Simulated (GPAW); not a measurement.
Crystal: Al2O3 (Corundum).

```
O Al
1.0
     2.38025    1.37424    4.33187
    -2.38025    1.37424    4.33187
     0.00000   -2.74848    4.33187
O Al
6 4
Direct
  0.05668 0.75000 0.44332
  0.25000 0.55668 0.94332
  0.55668 0.94332 0.25000
  0.44332 0.05668 0.75000
  0.75000 0.44332 0.05668
  0.94332 0.25000 0.55668
  0.64784 0.64784 0.64784
  0.14784 0.14784 0.14784
  0.85216 0.85216 0.85216
  0.35216 0.35216 0.35216
```

Base run:

* Program: GPAW 26.7.0
* Functional: RPBE
* Potentials or basis: the program's PAW data sets (release 1.2.1) made for this functional
* Cutoff: 800 eV
* Basis: pw
* k mesh: 7 × 7 × 7
* Occupations: fermi-dirac, width 0.05 eV
* Spin: no spin polarisation

Its results: band gap on the k mesh 6.32 eV, direct; pressure 15.0 GPa; largest force 0.072 eV/Å.

The run is repeated on the same cell with these changes: functional from RPBE to PW91; potentials or basis from the program's PAW data sets (release 1.2.1) made for this functional to PAW data sets generated in the run's folder for this functional. What comes out?

Band gap on the k mesh 6.26 eV, direct; pressure 8.6 GPa; largest force 0.045 eV/Å.

Caveats: Wannier best start found once; an odd mesh through Γ misses points on the zone boundary, where band edges often lie.

Not every run made on this cell is shown here.
